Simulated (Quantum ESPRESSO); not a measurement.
**ZrC: changing the choice of potentials or basis**

The cell as given:

The structure is cubic, space group Fm-3m (No. 225). The conventional cell has a = 4.730 Å, b = 4.730 Å, c = 4.730 Å, α = 90.00°, β = 90.00°, γ = 90.00°. Zr (site symmetry m-3m) is surrounded by 6 C at 2.37 Å. C (site symmetry m-3m) is surrounded by 6 Zr at 2.37 Å.

Kept alike: task relaxation of cell and atoms; functional PBE; k mesh 10 × 10 × 10; occupations fermi-dirac, width 0.05 eV; no spin polarisation. Program: Quantum ESPRESSO. Cutoffs run from 612 to 1197 eV. The mesh is that of the run's cell of 2 atoms. No spin-orbit coupling.

```csv
choice of potentials or basis,volume (Å³/atom)
Ansatz NC SR PBE,13.056
GBRV 1.5 PBE,13.043
PseudoDojo 0.4 SR PBE stringent,13.058
PseudoDojo 0.4.1 SR PBE standard,13.058
PseudoDojo 0.5 SR PBE standard,13.058
PseudoDojo 0.5 SR PBE stringent,13.058
SG15 PBE 1.2,13.050
SPMS 1.0 PBE,13.086
SSSP 1.3 efficiency PBE,13.042
```

The relaxations keep at least the cell's symmetry (Fm-3m). For a metal such a mesh leaves the last digits unconverged. Relaxations stop with a little pressure left, so the last digits of a volume or edge aren't settled. Runs of this series that gave no sound value for these columns are left out.

Task: What does the choice of potentials or basis change here?

Result: The volume runs from 13.042 (SSSP 1.3 efficiency PBE) to 13.086 Å³/atom (SPMS 1.0 PBE). Measured: 12.96 Å³/atom (a printed reference work); nearest GBRV 1.5 PBE; SG15 PBE 1.2; SSSP 1.3 efficiency PBE, 0.08 Å³/atom off. The runs are for a static lattice.
